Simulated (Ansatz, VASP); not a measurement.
**CsH: VASP beside Ansatz**

The input POSCAR:

```
CsH
1.0
    0.0000000000      3.2195664094      3.2195664094
    3.2195664094      0.0000000000      3.2195664094
    3.2195664094      3.2195664094      0.0000000000
Cs H
1 1
Direct
    0.0000000000      0.0000000000      0.0000000000
    0.5000000000      0.5000000000      0.5000000000
```

The input INCAR.step1:

```
PREC = Accurate
ENCUT = 520
ISMEAR = 0
SIGMA = 0.02
LREAL = F
LASPH = T
NELM = 100
NBANDS = 12
GGA = PE
ALGO = Normal
EDIFF = 1E-4
LWAVE = T
LCHARG = F
```

File INCAR.step2:

```
PREC = Accurate
ENCUT = 520
EDIFF = 1E-6
ISMEAR = 0
SIGMA = 0.02
LREAL = F
LASPH = T
NELM = 100
ALGO = Normal
ISIF = 2
LWAVE = F
LCHARG = T
METAGGA = R2SCAN
LMIXTAU = T
LELF = T
LVHAR = T
NBANDS = 12
ISTART = 1
```

Contents of KPOINTS:

```
Automatic mesh
0
Gamma
  6 6 6
```

Input for Ansatz:

```yaml
crystal:
  lattice:
    - [0.0, 3.2195664094, 3.2195664094]
    - [3.2195664094, 0.0, 3.2195664094]
    - [3.2195664094, 3.2195664094, 0.0]
  atoms:
    - { symbol: Cs, position: [0.0, 0.0, 0.0] }
    - { symbol: H, position: [0.5, 0.5, 0.5] }
basis:
  ecutwfc: 500
kpoints:
  mp_grid: { grid: [6, 6, 6] }
hamiltonian:
  xc: r2scan
scf:
  occupations: { method: gaussian, width: 0.02 }
output:
  forces: true
  stress: true
  eigenvalues: true
```

Alike in both runs: task single point; functional r2SCAN; k mesh 6 × 6 × 6; occupations gaussian, width 0.02 eV; no spin polarisation.

```csv
,VASP,Ansatz
version,VASP 6.6.1,Ansatz 0.2.0
potentials or method,"VASP PAW PBE potentials, release 64 (Cs_sv, H)","scalar-relativistic, plane waves, PAW"
plane-wave cutoff (eV),520,500
valence electrons in the cell,10,10
```

```tsv
	VASP	Ansatz	Ansatz less VASP
gap on the k mesh at the Fermi level (eV)	2.70	2.71	+0.016
least direct gap on the mesh (eV)	2.70	2.71	+0.016
pressure (GPa)	-0.2	-0.3	-0.02
```

Caveats: the PAW data sets were made with another functional, which shifts forces and pressure a little (VASP); spin-orbit coupling is left out, which moves the levels of the heavy elements. A k mesh can miss the band edges. r2SCAN opens gaps a little over a GGA but as a rule still falls short of measured ones.
